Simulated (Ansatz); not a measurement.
# LiF (zincblende type): from bands to localised orbitals

Where do the localised orbitals of LiF (zincblende type) sit, how far are they spread, and how do the settings change that? Plan: PBE, anion s p, 6×6×6; PBE, anion s p, 4×4×4; PBE, anion s p, 10×10×10; PBE, anion p, 6×6×6; PBE, cation s and anion p, disentangled, 6×6×6; r2SCAN, anion s p, 6×6×6; r2SCAN, cation s and anion p, disentangled, 6×6×6; r2SCAN, anion p, 6×6×6; HSE06, anion s p, 6×6×6; HSE06, anion p, 6×6×6 (level, trial orbitals, Wannier mesh).

Method: plane waves, PAW, in Ansatz 0.2.0.

1 further run of the same task is left out (it didn't finish). Runs told in other sessions of the task aren't counted.

## 1. The starting structure

Symmetry: F-43m, No. 216, cubic system. The conventional cell has a = 4.289 Å, b = 4.289 Å, c = 4.289 Å, α = 90.00°, β = 90.00°, γ = 90.00°. Around Li (site symmetry -43m) lie 4 F at 1.86 Å. Around F (site symmetry -43m) lie 4 Li at 1.86 Å.

Structure file:

```
CELL_PARAMETERS angstrom
0.00000 2.14461 2.14461
2.14461 0.00000 2.14461
2.14461 2.14461 0.00000
ATOMIC_POSITIONS crystal
Li 0.00000 0.00000 0.00000
F 0.25000 0.25000 0.25000
```

The cell was relaxed beforehand with r2SCAN; those runs aren't shown.

## 2. PBE, anion s p, 6×6×6

input.yaml reads:

```yaml
crystal:
  lattice:
    - [0.0, 2.1446105498, 2.1446105498]
    - [2.1446105498, 0.0, 2.1446105498]
    - [2.1446105498, 2.1446105498, 0.0]
  atoms:
    - { symbol: Li, position: [0.0, 0.0, 0.0] }
    - { symbol: F, position: [0.25, 0.25, 0.25] }
kpoints:
  mp_grid: { grid: [8, 8, 8] }
  band_path:
    path:
      - [[0.0, 0.0, 0.0], [-0.5, -0.5, -7.1877878469e-34], [-0.375, -0.375, 0.25]]
      - [[-0.375, 1.127748531168e-17, 0.375], [0.0, 0.0, 0.0], [-1.51895967637e-17, -1.51895967637e-17, 0.5], [-0.5, -0.25, 0.25], [-0.5, -0.5, -7.1877878469e-34]]
    npoints: 10
hamiltonian:
  xc: pbe
scf:
  occupations: { method: fixed }
  n_extra_bands: 6
output:
  forces: false
  stress: false
  eigenvalues: true
  wannier:
    kmesh: [6, 6, 6]
    projections: [{ species: F, l: s, shell: 2 }, { species: F, l: p, shell: 2 }]
    minimise: true
    write_hr: true
    conv_tol: 1.0e-08
    max_iter: 3000
```

The run is started by

```console
> ansatz run input.yaml --threads 4 --pin off --max-ram 3686MiB --backend cpu --events-out ev --progress --plain --runs-dir out
```

Further steps of the session: PBE, anion s p, 4×4×4; PBE, anion s p, 10×10×10; PBE, anion p, 6×6×6; PBE, cation s and anion p, disentangled, 6×6×6; r2SCAN, anion s p, 6×6×6; r2SCAN, cation s and anion p, disentangled, 6×6×6; r2SCAN, anion p, 6×6×6; HSE06, anion s p, 6×6×6; HSE06, anion p, 6×6×6.

**Question.** What will the summary of the whole plan be? Wanted: total spread, PBE, anion s p, 6×6×6; total spread, PBE, anion s p, 4×4×4; total spread, PBE, anion s p, 10×10×10; total spread, PBE, anion p, 6×6×6; total spread, PBE, cation s and anion p, disentangled, 6×6×6; total spread, r2SCAN, anion s p, 6×6×6; total spread, r2SCAN, cation s and anion p, disentangled, 6×6×6; total spread, r2SCAN, anion p, 6×6×6; total spread, HSE06, anion s p, 6×6×6.

The runs gave:

| quantity | value |
| --- | --- |
| total spread, PBE, anion s p, 6×6×6 | 1.76 Å² over 4 functions |
| total spread, PBE, anion s p, 4×4×4 | 1.71 Å² over 4 functions |
| total spread, PBE, anion s p, 10×10×10 | 1.79 Å² over 4 functions |
| total spread, PBE, anion p, 6×6×6 | 1.71 Å² over 3 functions |
| total spread, PBE, cation s and anion p, disentangled, 6×6×6 | 3.35 Å² over 4 functions |
| total spread, r2SCAN, anion s p, 6×6×6 | 1.73 Å² over 4 functions |
| total spread, r2SCAN, cation s and anion p, disentangled, 6×6×6 | 3.33 Å² over 4 functions |
| total spread, r2SCAN, anion p, 6×6×6 | 1.68 Å² over 3 functions |
| total spread, HSE06, anion s p, 6×6×6 | 1.71 Å² over 4 functions |
| total spread, HSE06, anion p, 6×6×6 | 1.66 Å² over 3 functions |
| centres of the first set | 0.29 Å from the nearest atom |

What this shows: With PBE, anion s p, 6×6×6 the 4 functions move off the atoms, with a mean spread of 0.44 Å²; 82 % of the total is gauge invariant. The total spread goes from 1.71 Å² on 4×4×4 to 1.79 Å² on 10×10×10: finite differences in k understate it on coarse meshes, while the largest miss of a band goes from 0.02 to 0.00 eV. On one set and mesh the functional gives 1.76 (PBE), 1.73 (r2SCAN), 1.71 (HSE06) Å². The disentangled models miss some band by up to 2.8 eV, which may lie outside their frozen windows.
